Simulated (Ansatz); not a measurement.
## diamond against fcc along the lanthanides

The calculation used DFT, BLYP, plane waves (420 eV) with PAW, scalar-relativistic (Ansatz). (PAW data from PBE, frozen cores regenerated.)

Each structure is relaxed within its symmetry, in the lowest magnetic state of the tried starts. Differences under about 8 meV lie within the error of the k-point mesh.

Semilocal functionals delocalise ytterbium's f shell and shrink the cell.

| element | E(diamond) − E(fcc) (meV/atom) | V(diamond) (Å³/atom) | V(fcc) (Å³/atom) | state of diamond | state of fcc |
| --- | --- | --- | --- | --- | --- |
| La | 955 | 40.71 | 40.03 | spin not included | spin not included |
| Yb | 756 | 98.68 | 37.25 | spin not included | non-magnetic |
| Lu | 1586 | 55.22 | 29.69 | spin not included | spin not included |
